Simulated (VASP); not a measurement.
# C (Fd-3m) in VASP: a series of runs

The runs below take C through relaxation of cell and atoms, single point, with PBE.

Program: VASP 6.6.1. These are calculated values, not measurements. Logs are shortened: lines on timing, memory, paths and dates and some standing lists are left out, and cuts for length are marked.

**1. The structure**

The structure is cubic, space group Fd-3m (No. 227). Conventional cell: a = 3.567 Å, b = 3.567 Å, c = 3.567 Å, α = 90.00°, β = 90.00°, γ = 90.00°. C (site symmetry -43m) is surrounded by 4 C at 1.54 Å.

This isn't the form of C at room conditions, which is graphite.

**2. Relaxation of cell and atoms, PBE**

The input, INCAR:

```
PREC = Accurate ; ENCUT = 520
EDIFF = 1E-7 ; ISMEAR = 0
SIGMA = 0.02 ; LREAL = False
LASPH = True ; NELM = 80
ALGO = Fast ; ISIF = 3
LWAVE = False ; LCHARG = False
GGA = PE ; IBRION = 2
NSW = 80 ; EDIFFG = -0.002
```

The input, KPOINTS:

```
regular mesh
0
Gamma
  14 14 14
```

The input, POSCAR:

```
C
1.0
    0.0000000000      1.7833700000      1.7833700000
    1.7833700000      0.0000000000      1.7833700000
    1.7833700000      1.7833700000      0.0000000000
C
2
Direct
    0.0000000000      0.0000000000      0.0000000000
    0.2500000000      0.2500000000      0.2500000000
```

Potentials or basis: VASP PAW PBE potentials, release 64 (C).

On the command line:

```
cat potpaw_PBE.64/C/POTCAR > POTCAR
mpirun -np 1 vasp_std > vasp.out
```

OUTCAR:

```text
PREC = Accurate
   ENCUT = 520
   EDIFF = 1E-7
   ISMEAR = 0
   LREAL = False
   LASPH = True
   NELM = 80
   ISIF = 3
   GGA = PE
   IBRION = 2
   NSW = 80
   EDIFFG = -0.002

 ion  position               nearest neighbor table
   1  0.000  0.000  0.000-   2 1.54   2 1.54   2 1.54   2 1.54
   2  0.250  0.250  0.250-   1 1.54   1 1.54   1 1.54   1 1.54

  LATTYP: Found a face centered cubic cell.
 ALAT       =     3.5667400000

  Lattice vectors:

 A1 = (   0.0000000000,   1.7833700000,   1.7833700000)
 A2 = (   1.7833700000,   0.0000000000,   1.7833700000)
 A3 = (   1.7833700000,   1.7833700000,   0.0000000000)

Analysis of symmetry for initial positions (statically):
=====================================================================
 Subroutine PRICEL returns:
 Original cell was already a primitive cell.

 Routine SETGRP: Setting up the symmetry group for a
 face centered cubic supercell.

 Subroutine GETGRP returns: Found 48 space group operations
 (whereof 24 operations were pure point group operations)
 out of a pool of 48 trial point group operations.

The static configuration has the point symmetry T_d .
 The point group associated with its full space group is O_h .

Analysis of symmetry for dynamics (positions and initial velocities):
=====================================================================
 Subroutine PRICEL returns:
 Original cell was already a primitive cell.

 Routine SETGRP: Setting up the symmetry group for a
 face centered cubic supercell.

 Subroutine GETGRP returns: Found 48 space group operations
 (whereof 24 operations were pure point group operations)
 out of a pool of 48 trial point group operations.

The dynamic configuration has the point symmetry T_d .
 The point group associated with its full space group is O_h .

 Subroutine INISYM returns: Found 48 space group operations
 (whereof 24 operations are pure point group operations),
 and found     1 'primitive' translations

----------------------------------------------------------------------------------------

                                     Primitive cell

  volume of cell :      11.3437

  direct lattice vectors                    reciprocal lattice vectors
     0.000000000  1.783370000  1.783370000    -0.280368067  0.280368067  0.280368067
     1.783370000  0.000000000  1.783370000     0.280368067 -0.280368067  0.280368067
     1.783370000  1.783370000  0.000000000     0.280368067  0.280368067 -0.280368067

  length of vectors
     2.522066041  2.522066041  2.522066041     0.485611737  0.485611737  0.485611737

  position of ions in fractional coordinates (direct lattice)
     0.000000000  0.000000000  0.000000000
     0.250000000  0.250000000  0.250000000

  ion indices of the primitive-cell ions
   primitive index   ion index
                 1           1
                 2           2

----------------------------------------------------------------------------------------

 KPOINTS: regular mesh

Automatic generation of k-mesh.
 Grid dimensions read from file:
 generate k-points for:   14   14   14

 Generating k-lattice:

  Cartesian coordinates                     Fractional coordinates (reciprocal lattice)
    -0.020026291  0.020026291  0.020026291     0.071428571  0.000000000  0.000000000
     0.020026291 -0.020026291  0.020026291     0.000000000  0.071428571  0.000000000
     0.020026291  0.020026291 -0.020026291     0.000000000  0.000000000  0.071428571

  Length of vectors
     0.034686553  0.034686553  0.034686553

  Shift w.r.t. Gamma in fractional coordinates (k-lattice)
     0.000000000  0.000000000  0.000000000

 Subroutine IBZKPT returns following result:
 ===========================================

 Found    104 irreducible k-points:

 Following reciprocal coordinates:
            Coordinates               Weight
  0.000000  0.000000  0.000000      1.000000
  0.071429  0.000000  0.000000      8.000000
  0.142857  0.000000  0.000000      8.000000
  0.214286  0.000000  0.000000      8.000000
  0.285714  0.000000  0.000000      8.000000
  0.357143  0.000000  0.000000      8.000000
[... 16 lines left out ...]
  0.214286  0.142857  0.000000     24.000000
  0.285714  0.142857  0.000000     24.000000
 [... further k-points ...]
   k-points           NKPTS =    104   k-points in BZ     NKDIM =    104   number of bands    NBANDS=      8
   number of dos      NEDOS =    301   number of ions     NIONS =      2
   total plane-waves  NPLWV =   8000
   dimension x,y,z NGX =    20 NGY =   20 NGZ =   20
   dimension x,y,z NGXF=    40 NGYF=   40 NGZF=   40
   ions per type =               2
   NGX,Y,Z   is equivalent  to a cutoff of  13.18, 13.18, 13.18 a.u.
   NGXF,Y,Z  is equivalent  to a cutoff of  26.37, 26.37, 26.37 a.u.
 SYSTEM =  unknown system
   PREC   = accura    normal or accurate (medium, high low for compatibility)
   ISTART =      0    job   : 0-new  1-cont  2-samecut
   ICHARG =      2    charge: 1-file 2-atom 10-const
   ISPIN  =      1    spin polarized calculation?
   LNONCOLLINEAR =      F non collinear calculations
   LSORBIT =      F    spin-orbit coupling
   LASPH  =      T    aspherical Exc in radial PAW
   ENCUT  =  520.0 eV  38.22 Ry    6.18 a.u.   4.69  4.69  4.69*2*pi/ulx,y,z
   NELM   =     80;   NELMIN=  2; NELMDL= -5     # of ELM steps
   EDIFF  = 0.1E-06   stopping-criterion for ELM
   LREAL  =      F    real-space projection
   EDIFFG = -.2E-02   stopping-criterion for IOM
   NSW    =     80    number of steps for IOM
   IBRION =      2    ionic relax: 0-MD 1-quasi-New 2-CG
   NFREE  =      1    steps in history (QN), initial steepest desc. (CG)
   ISIF   =      3    stress and relaxation
   ISYM   =      2    0-nonsym 1-usesym 2-fastsym
   POTIM  = 0.5000    time-step for ionic-motion
   TEBEG  =    0.0;   TEEND  =   0.0 temperature during run
   PSTRESS=    0.0 pullay stress
   NELECT =       8.0000    total number of electrons
   NUPDOWN=      -1.0000    fix difference up-down
   EMIN   =  10.00;   EMAX   =-10.00  energy-range for DOS
   EFERMI =   0.00;   METHOD = LEGACY
   ISMEAR =     0;   SIGMA  =   0.02  broadening in eV -4-tet -1-fermi 0-gaus
   EFERMI_NEDOS =   21; number of points for ismear=-14 and -15
   IALGO  =     68    algorithm
   IMIX   =      4    mixing-type and parameters
     AMIX     =   0.40;   BMIX     =  1.00
     AMIX_MAG =   1.60;   BMIX_MAG =  1.00
  volume/ion in A,a.u.               =       5.67        38.28
  Fermi-wavevector in a.u.,A,eV,Ry     =   1.457203  2.753714 28.891161  2.123440
  Thomas-Fermi vector in A             =   2.574032
   LORBIT       =      0    0 simple, 1 ext, 2 COOP (PROOUT), +10 PAW based schemes
   GGA     = PE    functional components
   LHFCALC =     F    Hartree Fock is set to
   AEXX    =    0.0000 exact exchange contribution
   IVDW    =     0    specifies the selected vdW correction
   LEPSILON=     F    determine dielectric tensor
   LRPA    =     F    only Hartree local field effects (RPA)
 conjugate gradient relaxation of ions
 non-spin polarized calculation
 RMM-DIIS sequential band-by-band and
 Gauss-broadening in eV      SIGMA  =   0.02
  energy-cutoff  :      520.00
  volume of cell :       11.34
 maximum number of plane-waves:       316
   NGX =  9   NGY =  9   NGZ =  9

--------------------------------------- Ionic step        1  -------------------------------------------

 number of electron       7.9999999 magnetization

 Free energy of the ion-electron system (eV)
  ---------------------------------------------------
  ext. energy  EPLUGINS =         0.00000000
  ---------------------------------------------------
  free energy    TOTEN  =       -18.18526899 eV

  energy without entropy =      -18.18526899  energy(sigma->0) =      -18.18526899

------------------------ aborting loop because EDIFF is reached ----------------------------------------

  FORCE on cell =-STRESS in cart. coord.  units (eV):
  Direction    XX          YY          ZZ          XY          YZ          ZX
  --------------------------------------------------------------------------------------
  -------------------------------------------------------------------------------------
  Total        0.1738024      0.1738024      0.1738024      0.0000000     -0.0000000     -0.0000000
  in kB       24.5477600     24.5477600     24.5477600      0.0000000     -0.0000000     -0.0000000
  external PRESSURE =      24.5477600 kB  Pullay stress =       0.0000000 kB

 VOLUME and BASIS-vectors are now :
 -----------------------------------------------------------------------------
  energy-cutoff  :      520.00
  volume of cell :       11.34
      direct lattice vectors                 reciprocal lattice vectors
     0.000000000  1.783370000  1.783370000    -0.280368067  0.280368067  0.280368067
     1.783370000  0.000000000  1.783370000     0.280368067 -0.280368067  0.280368067
     1.783370000  1.783370000  0.000000000     0.280368067  0.280368067 -0.280368067
[... 37 lines left out ...]
 POSITION                                       TOTAL-FORCE (eV/Angst)
 -----------------------------------------------------------------------------------
      1.79085      3.58169      1.79085        -0.000000      0.000000      0.000000
      0.89542      0.89542      0.89542         0.000000     -0.000000     -0.000000
 -----------------------------------------------------------------------------------
    total drift:                                0.000000      0.000000      0.000000

  FREE ENERGIE OF THE ION-ELECTRON SYSTEM (eV)
  ---------------------------------------------------
  free  energy   TOTEN  =       -18.1850168129 eV

  energy  without entropy=      -18.1850168129  energy(sigma->0) =      -18.18501681

--------------------------------------- Ionic step        3  -------------------------------------------

 number of electron       7.9999999 magnetization

 Free energy of the ion-electron system (eV)
  ---------------------------------------------------
  ext. energy  EPLUGINS =         0.00000000
  ---------------------------------------------------
  free energy    TOTEN  =       -18.18575495 eV

  energy without entropy =      -18.18575495  energy(sigma->0) =      -18.18575495

 E-fermi :   9.8347     XC(G=0): -13.2227

 val. band max:        9.6489346850   @ k =   0.0000   0.0000   0.0000
 cond. band min:      13.7658539989   @ k =   0.3571   0.3571   0.0000
 fundamental gap:      4.1169193139
 Fermi energy:         9.8346741992

 k-point     1 :       0.0000    0.0000    0.0000
  band No.  band energies     occupation
      1     -11.7531      2.00000
      2       9.6489      2.00000
      3       9.6489      2.00000
      4       9.6489      2.00000
      5      15.2233      0.00000
      6      15.2233      0.00000
      7      15.2233      0.00000
      8      22.8525      0.00000

 k-point     2 :       0.0714    0.0000    0.0000
  band No.  band energies     occupation
      1     -11.6122      2.00000
      2       8.7196      2.00000
      3       9.4073      2.00000
      4       9.4073      2.00000
      5      15.5394      0.00000
      6      15.5394      0.00000
      7      15.7748      0.00000
      8      22.9771      0.00000
[... 221 lines left out ...]
 k-point    23 :       0.2143    0.1429    0.0000
  band No.  band energies     occupation
      1     -10.4925      2.00000
      2       5.8542      2.00000
      3       6.8900      2.00000
      4       7.6233      2.00000
      5      14.8752      0.00000
      6      18.8918      0.00000
      7      18.9283      0.00000
      8      22.2107      0.00000

 k-point    24 :       0.2857    0.1429    0.0000
  band No.  band energies     occupation
      1      -9.7092      2.00000
      2       3.6531      2.00000
      3       6.3503      2.00000
      4       7.0622      2.00000
      5      15.5450      0.00000
      6      19.5691      0.00000
      7      19.6805      0.00000
      8      21.9822      0.00000

 [... further k-points ...]

------------------------ aborting loop because EDIFF is reached ----------------------------------------

  FORCE on cell =-STRESS in cart. coord.  units (eV):
  Direction    XX          YY          ZZ          XY          YZ          ZX
  --------------------------------------------------------------------------------------
  -------------------------------------------------------------------------------------
  Total        0.0008315      0.0008315      0.0008315     -0.0000000      0.0000000      0.0000000
  in kB        0.1167765      0.1167765      0.1167765     -0.0000000      0.0000000      0.0000000
  external PRESSURE =       0.1167765 kB  Pullay stress =       0.0000000 kB

 VOLUME and BASIS-vectors are now :
 -----------------------------------------------------------------------------
  energy-cutoff  :      520.00
  volume of cell :       11.41
      direct lattice vectors                 reciprocal lattice vectors
     0.000000000  1.786710438  1.786710438    -0.279843890  0.279843890  0.279843890
     1.786710438 -0.000000000  1.786710438     0.279843890 -0.279843890  0.279843890
     1.786710438  1.786710438 -0.000000000     0.279843890  0.279843890 -0.279843890

 POSITION                                       TOTAL-FORCE (eV/Angst)
 -----------------------------------------------------------------------------------
      0.00000     -0.00000      0.00000        -0.000000     -0.000000     -0.000000
      0.89336      0.89336      0.89336         0.000000      0.000000      0.000000
 -----------------------------------------------------------------------------------
    total drift:                                0.000000      0.000000      0.000000

  FREE ENERGIE OF THE ION-ELECTRON SYSTEM (eV)
  ---------------------------------------------------
  free  energy   TOTEN  =       -18.1857549458 eV

  energy  without entropy=      -18.1857549458  energy(sigma->0) =      -18.18575495

 reached required accuracy - stopping structural energy minimisation
```

It took 19 s on 1 thread of AMD EPYC 7R13 (Zen 3), shared host; peak memory 0.09 GiB.

Results:

| Quantity | Value |
| --- | --- |
| Free energy | -18.1858 eV |
| Relaxed volume | 5.70 Å³/atom |
| Relaxed cell | a = 2.527 Å, b = 2.527 Å, c = 2.527 Å, α = 60.00°, β = 60.00°, γ = 60.00° |
| Space group after relaxing (to 0.05 Å) | Fd-3m (No. 227) |
| Energy gained by relaxing | 0.2 meV/atom |
| Ionic steps | 3 |
| Pressure after relaxing | 0.0 GPa |
| Band gap on the k mesh | 4.12 eV, indirect (least direct gap 5.57 eV) |

The path:
| step | energy change (eV) | largest force (eV/Å) | pressure (GPa) | volume (Å³) |
| --- | --- | --- | --- | --- |
| 1 | 0.0000 | 0.0000 | 2.45 | 11.34 |
| 2 | 0.0003 | 0.0000 | -2.96 | 11.49 |
| 3 | -0.0005 | 0.0000 | 0.01 | 11.41 |

Final structure:
```
CELL_PARAMETERS angstrom
0.00000 1.78671 1.78671
1.78671 0.00000 1.78671
1.78671 1.78671 0.00000
ATOMIC_POSITIONS crystal
C 0.00000 0.00000 0.00000
C 0.25000 0.25000 0.25000
```

Levels at points of the mesh, in eV from the valence-band top:
```tsv
k point	band 1	band 2	band 3	band 4	band 5	band 6	band 7	band 8
(0.00, 0.00, 0.00)	-21.40	0.00	0.00	0.00	5.57	5.57	5.57	13.20
(0.50, 0.00, 0.00)	-15.66	-13.31	-2.79	-2.79	8.44	8.44	8.77	15.65
(0.50, 0.50, 0.00)	-12.72	-12.72	-6.26	-6.26	4.75	4.75	16.72	16.72
```

[end of part 1 of 3]
